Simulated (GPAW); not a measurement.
# CdSe (Cadmoselite) (P6_3mc) in GPAW: band structure with WC

Aim: the band structure of CdSe (Cadmoselite) with WC.

Program: GPAW 26.7.0. These are calculated values, not measurements. Logs are shortened: lines on timing, memory, paths and dates and some standing lists are left out, and cuts for length are marked. The log counts tension as positive stress, the text compression.

**The experiment to reproduce.**

A printed reference work, data compilation reports, for a bulk crystal of CdSe at 2 K: band gap 1.841 eV.

The runs below are set against these values where they give the same quantity.

## 1. The structure

The structure is hexagonal, space group P6_3mc (No. 186). Conventional cell: a = 4.300 Å, b = 4.300 Å, c = 7.020 Å, α = 90.00°, β = 90.00°, γ = 120.00°. Cd (site symmetry 3m) has 4 Se at 2.61 to 2.70 Å as nearest neighbours. Around Se (site symmetry 3m) lie 4 Cd at 2.61 to 2.70 Å.

## 2. Band structure, WC, spin-orbit coupling, no magnetisation

run.py reads:

```python
import numpy as np
from ase.dft.bandgap import bandgap
from ase.io import write
from ase.spacegroup import crystal
from ase.units import GPa
from gpaw import GPAW, PW, setup_paths
from gpaw.spinorbit import soc_eigenstates

setup_paths.insert(0, '.')

# Cd 2b
# Se 2b
atoms = crystal(['Cd', 'Se'],
                basis=[[0.6666666667, 0.3333333333, 0.5],
                       [0.6666666667, 0.3333333333, 0.885]],
                spacegroup=186, setting=1,  # P6_3mc
                cellpar=[4.3, 4.3, 7.02, 90.0, 90.0, 120.0],
                primitive_cell=True)

calc = GPAW(mode=PW(600),
            xc='WC',
            kpts={'size': (5, 5, 3), 'gamma': True},
            occupations={'name': 'fermi-dirac', 'width': 0.05},
            nbands=31,
            convergence={'density': 1e-05, 'energy': 1e-05},
            maxiter=150,
            txt='gpaw.txt')
atoms.calc = calc
energy = atoms.get_potential_energy()
forces = atoms.get_forces()
stress = atoms.get_stress()
calc.write('gs.gpw')
write('result.traj', atoms)
print(f'Energy: {energy:.6f} eV')
print('Forces (eV/A):')
print(forces.round(4))
print('Stress (GPa):', (stress / GPa).round(3))
print('Fermi level:', round(calc.get_fermi_level(), 4), 'eV')
print(f'Gap: {bandgap(calc)[0]:.4f} eV, direct: {bandgap(calc, direct=True)[0]:.4f} eV')

path = atoms.cell.bandpath('GMKGALHA,LM,KH', npoints=100, eps=1e-4)
bs_calc = calc.fixed_density(kpts=path, symmetry='off', nbands=52,
                             convergence={'bands': 'CBM+6.0', 'eigenstates': 1e-6}, txt='bands.txt')
bs = bs_calc.band_structure()
bs.write('bs.json')
print(f'Gap on the path: {bandgap(bs_calc)[0]:.4f} eV')

soc = soc_eigenstates(bs_calc, theta=0, phi=0)
np.savetxt('soc_bands.dat', soc.eigenvalues(), fmt='%.4f')
mesh = soc_eigenstates('gs.gpw', theta=0, phi=0)
np.savetxt('soc_mesh.dat', mesh.eigenvalues(), fmt='%.4f')
print('Fermi level with spin-orbit coupling:', round(mesh.fermi_level, 4), 'eV')
```

Potentials or basis: PAW data sets generated in the run's folder for this functional, pw.

Launch:

```bash
$ gpaw-setup -f WC Cd Se
$ OMP_NUM_THREADS=1 python run.py
```

gpaw.txt:

```text
__  _  _
 | _ |_)|_||  |
 |__||  | ||/\| - 26.7.0

Input parameters:
  mode=PW(ecut=600.0),
  convergence={'density': 1e-05, 'energy': 1e-05},
  kpts=MonkhorstPack(size=(5, 5, 3), gamma=True),
  maxiter=150,
  nbands=31,
  occupations=Occupations(name='fermi-dirac', width=0.05),
  xc=XC(name='WC')

Diagonalizing LCAO Hamiltonian
Converting LCAO to pw mode

            Se

        Se  Cd

        Cd

Atoms  # Å, Bohr magnetons
|   | symbol |         x |        y |        z |    initial magnetic moments |
|---|--------|-----------|----------|----------|-----------------------------|
| 0 |     Cd |  2.150000 | 1.241303 | 3.510000 | ( 0.0000,  0.0000,  0.0000) |
| 1 |     Cd | -0.000000 | 2.482606 | 0.000000 | ( 0.0000,  0.0000,  0.0000) |
| 2 |     Se |  2.150000 | 1.241303 | 6.212700 | ( 0.0000,  0.0000,  0.0000) |
| 3 |     Se | -0.000000 | 2.482606 | 2.702700 | ( 0.0000,  0.0000,  0.0000) |

Unit cell  # Å
| periodic |         x |        y |        z |  lengths |     angles |
|----------|-----------|----------|----------|----------|------------|
|      yes |  4.300000 | 0.000000 | 0.000000 | 4.300000 |  90.000000 |
|      yes | -2.150000 | 3.723909 | 0.000000 | 4.300000 |  90.000000 |
|      yes |  0.000000 | 0.000000 | 7.020000 | 7.020000 | 120.000000 |

Number of symmetries: 6
Symmetry operations  # r_c * U_cc + t_c -> r_c
|   | kind |            matrix            |
|---|------|------------------------------|
| 0 |  σ   |  1, 1, 0,  0,-1, 0,  0, 0, 1 |
| 1 |  E   |  1, 0, 0,  0, 1, 0,  0, 0, 1 |
| 2 |  C3  |  0, 1, 0, -1,-1, 0,  0, 0, 1 |
| 3 |  σ   |  0,-1, 0, -1, 0, 0,  0, 0, 1 |
| 4 |  σ   | -1, 0, 0,  1, 1, 0,  0, 0, 1 |
| 5 |  C3  | -1,-1, 0,  1, 0, 0,  0, 0, 1 |

BZ-sampling:
  Number of BZ points: 75
  Number of IBZ points: 12

  Monkhorst-Pack size: [5, 5, 3]
  Monkhorst-Pack shift: [0, 0, 0]

K-points  # in reciprocal-cell coordinates
|     |                                coordinates |     weight |
|-----|--------------------------------------------|------------|
|   0 | (  0.00000000,   0.00000000,   0.00000000) | 0.01333333 |
|   1 | (  0.00000000,   0.00000000,   0.33333333) | 0.02666667 |
|   2 | (  0.20000000,   0.00000000,  -0.33333333) | 0.08000000 |
|   3 | (  0.20000000,   0.00000000,   0.00000000) | 0.08000000 |
|   4 | (  0.20000000,   0.00000000,   0.33333333) | 0.08000000 |
|   5 | (  0.40000000,  -0.20000000,   0.00000000) | 0.08000000 |
|   6 | (  0.40000000,  -0.20000000,   0.33333333) | 0.16000000 |
|   7 | (  0.40000000,   0.00000000,  -0.33333333) | 0.08000000 |
|   8 | (  0.40000000,   0.00000000,   0.00000000) | 0.08000000 |
|   9 | (  0.40000000,   0.00000000,   0.33333333) | 0.08000000 |
| ... |                                            |            |
|  11 | (  0.40000000,   0.40000000,   0.33333333) | 0.16000000 |

Plane wave coefficients: 3791
Cutoff: 600.0 eV

Spin-components: 1 (collinear spins)
Bands:           31
Projectors:      22
Spin-degeneracy: 2
Datatype:        complex128

Density:
  Valence electrons: 36.0
  Components: 1
  Grid points: [25 25 40]
  Charge: 0.0  # |e|

Potential:
  Grid points: [25 25 40]

species:
  Cd:
    name:    Cadmium
    Z:       48.0
    valence: 12
    core:    36
    charge:  0.0  # [|e|]
    compensation charges:
      type: gauss
      rc: 0.38  # [Å]
      lmax: 2
    cutoffs:
      filter: 2.12  # [Å]
      core: 2.62  # [Å]
    projectors
    | kind |    occ | energy [eV] | rcut [Å] |
    |------|--------|-------------|----------|
    |   5s |  2.000 |      -5.701 |    1.191 |
    |   5p |  0.000 |      -1.124 |    1.228 |
    |   4d | 10.000 |     -11.728 |    1.164 |
    |    s |        |      21.510 |    1.191 |
    |    p |        |      26.088 |    1.228 |
    |    d |        |      15.483 |    1.164 |

    Using partial waves for Cd as LCAO basis

  Se:
    name:    Selenium
    Z:       34.0
    valence: 6
    core:    28
    charge:  0.0  # [|e|]
    compensation charges:
      type: gauss
      rc: 0.27  # [Å]
      lmax: 2
    cutoffs:
      filter: 1.77  # [Å]
      core: 2.67  # [Å]
    projectors
    | kind |    occ | energy [eV] | rcut [Å] |
    |------|--------|-------------|----------|
    |   4s |  2.000 |     -17.303 |    0.847 |
    |   4p |  4.000 |      -6.511 |    1.005 |
    |    s |        |       9.908 |    0.847 |
    |    p |        |      20.701 |    1.005 |
    |    d |        |       0.000 |    0.847 |

    Using partial waves for Se as LCAO basis

Reference energy: -436486.460932  # eV

eigensolver:
  PPCG
  Converge bands: occupied
  niter=2

density mixing:
  MSR1-Mixer
  Pratt-step length: 0.05
  Maximum mixing coefficient: 0.75
  Old densities: 10
  SVD Regularization: 0.005
  Good broyden scale: 1.0
  Trust region scale: 1.0
  Backstep threshold: 4.0
  History deletion threshold: 6.0
  Fourier metric: weight=20.0, sigma=0.015

occupation numbers:
  Fermi-Dirac:
    width: 0.0500  # eV

poisson solver:
  ecut: 4800.0  # eV

xc functional:
  name: WC with 2 nearest neighbor stencil

convergence criteria:
- Maximum integral of absolute [dens]ity change: 1e-05 electrons / valence electron
- Maximum [total energy] change in last 3 cyles: 1e-05 eV / valence electron
- Maximum integral of absolute [eigenst]ate change: 4e-08 eV^2 / valence electron
maximum number of iterations: 150

SCF iterations
|iter     | |      energy | eigst |  dens |
|---------|-|-------------|-------|-------|
|iter:   1| |  -13.187338 | -0.57 |       |
|iter:   2| |  -13.042997 | -2.52 | -1.20 |
|iter:   3| |  -12.515864 | -1.53 | -1.24 |
|iter:   4| |  -12.509173 | -3.41 | -1.80 |
|iter:   5| |  -12.507673 | -3.78 | -2.28 |
|iter:   6| |  -12.507693 | -5.27 | -3.01 |
|iter:   7| |  -12.507697c| -6.41 | -3.57 |
|iter:   8| |  -12.507696c| -7.13 | -4.11 |
|iter:   9| |  -12.507696c| -7.91c| -4.88 |
|iter:  10| |  -12.507696c| -8.17c| -5.31c|

Converged in 10 steps
Energy contributions relative to reference atoms: (reference = -436486.460932)

Energy contributions:
  Kinetic:          34.702423
  Coulomb:         -31.653258
  Zero:              0.110598
  External:          0.000000
  Xc:              -15.667393
  Entropy:          -0.000132
  Spinorbit:         0.000000
  ----------------------------
  Free energy:     -12.507762
  Extrapolated:    -12.507696

dipole moment: (0.000005, 0.000011, -18.386958)  # |e|*Ang

Fermi level: 3.777
Eigenvalues  # (at kpt = [0.000, 0.000, 0.000])
| band index |      eig [eV] | occ [0-2] |
|------------|---------------|-----------|
|          0 |        -9.163 |     2.000 |
|        ... |               |           |
|         10 |        -3.971 |     2.000 |
|         11 |        -3.694 |     2.000 |
|         12 |        -0.827 |     2.000 |
|         13 |         2.747 |     2.000 |
|         14 |         2.747 |     2.000 |
|         15 |         3.465 |     1.996 |
[... 8 lines left out ...]
|         24 |        10.381 |     0.000 |
|         25 |        11.032 |     0.000 |
|        ... |               |           |
|         30 |        14.377 |     0.000 |

Gap: 0.540 eV
Transition (v -> c):
  (s=0, k=0, n=17, [0.00, 0.00, 0.00]) -> (s=0, k=0, n=18, [0.00, 0.00, 0.00])
No difference between direct/indirect transitions

Forces  # eV/Ang
|        x |       y |        z |
|----------|---------|----------|
| -0.00000 | 0.00000 |  0.27085 |  # Cd   0
|  0.00000 | 0.00000 |  0.27110 |  # Cd   1
| -0.00000 | 0.00000 | -0.27106 |  # Se   2
| -0.00000 | 0.00000 | -0.27098 |  # Se   3

Stress tensor  # eV/Ang^3
|         x |         y |         z |
|-----------|-----------|-----------|
| -0.004418 |  0.000000 | -0.000000 |
|  0.000000 | -0.004418 | -0.000000 |
| -0.000000 | -0.000000 |  0.007504 |

# Writing to gs.gpw (mode='')
```

Wall time 2.9 min (1 thread of Arm Neoverse V2, shared host); peak memory 0.68 GiB.

Results:

```yaml
Free_energy: -12.5078 eV
Pressure: 0.1 GPa
Largest_force: 0.271 eV/Å
Band_gap_on_the_k_mesh: 0.42 eV, direct
Band_gap_along_the_path: 0.42 eV, direct
```

Forces in eV/Å, atoms in the order of the input:
```
Cd   0.000  0.000  0.271
Cd   0.000  0.000  0.271
Se   0.000  0.000 -0.271
Se   0.000  0.000 -0.271
```

Levels at the corners of the path, in eV from the valence-band top:
| point | band 34 | band 35 | band 36 | band 37 | band 38 | band 39 |
| --- | --- | --- | --- | --- | --- | --- |
| Γ | -0.01 | 0.00 | 0.00 | 0.42 | 0.42 | 1.86 |
| M | -1.42 | -0.95 | -0.95 | 2.97 | 2.97 | 3.08 |
| K | -1.95 | -1.84 | -1.84 | 4.13 | 4.13 | 4.42 |
| Γ | -0.01 | 0.00 | 0.00 | 0.42 | 0.42 | 1.86 |
| A | -0.38 | -0.38 | -0.38 | 2.08 | 2.08 | 2.08 |
| L | -1.40 | -1.40 | -1.40 | 2.73 | 2.73 | 2.73 |
| H | -1.23 | -1.17 | -1.17 | 3.52 | 3.52 | 3.58 |
| A | -0.38 | -0.38 | -0.38 | 2.08 | 2.08 | 2.08 |
| L | -1.40 | -1.40 | -1.40 | 2.73 | 2.73 | 2.73 |
| M | -1.42 | -0.95 | -0.95 | 2.97 | 2.97 | 3.08 |
| K | -1.95 | -1.84 | -1.84 | 4.13 | 4.13 | 4.42 |
| H | -1.23 | -1.17 | -1.17 | 3.52 | 3.52 | 3.58 |

Caveat: spin-orbit coupling was added after a scalar SCF, so levels and gaps hold it while energy, forces, pressure and moments don't; this program's spin-orbit splittings come out too wide for heavy elements.

## 3. Against experiment

Step 2. Measured gap of CdSe: 1.841 eV (2 K; a printed reference work, data compilation). This calculation gives 0.42 eV (-1.43 eV). So large a miss can be the level of theory's own, or it may mean another phase, state or a wrong row. The value is that of WC, without temperature or zero-point motion. Semilocal functionals fall short of measured gaps as a rule.
